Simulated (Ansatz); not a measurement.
**A decomposition energy, worked out: LiH5**

Theory: DFT PBE, scalar-relativistic, plane waves, PAW in Ansatz 0.2.0. Settings: cutoff 420 eV, Γ-centred meshes spaced at most about 0.3 Å⁻¹, and about 0.25 Å⁻¹ or finer for metals (2π included), Gaussian smearing. No spin polarisation.

Energies over the elements count from the elements' standard structures at the same level (H₂ as a molecule), with no fitted energy shifts.

Temperature and zero-point effects are left out. No dispersion correction is applied, so the spacing and binding between layers, chains or molecules are poorly described (LiH5 P6/mmm). With hydrogen, zero-point motion can shift formation energies by some tens of meV/atom.

A trial structure of LiH5 (reached from: random cell; relaxed: space group P6/mmm (No. 191), a = 7.715 Å, c = 7.425 Å) has a formation energy of 0.457 eV/atom. It holds H–H pairs (shortest 0.80 Å). At its composition the lowest mixture among the elements and 1 reference phase computed alike (others may be missing) consists of these:

| phase | source | ΔE_f (eV/atom) |
| --- | --- | --- |
| H2 (gas) | element | 0.000 |
| LiH (Fm-3m) | textbook type | -0.417 |

Question: Write the balanced decomposition and find its energy per atom, per formula unit and per mole of formula units.

Answer: Balancing Li and H gives LiH5 → 2 H2 + LiH. The left side holds 6 atoms, and the products take 4/6 (H2) and 2/6 (LiH) of them. The mixture therefore lies at 4/6 × (0.000) + 2/6 × (-0.417) = -0.139 eV/atom. The reaction energy is -0.139 − (0.457) = -0.596 eV/atom. Times 6 atoms that is -3.576 eV per LiH5, and times 96.485 it is -345 kJ per mole of LiH5. Decomposition is downhill, so the trial structure is unstable against this mixture. Entropy of the gas would favour the products further at finite temperature.
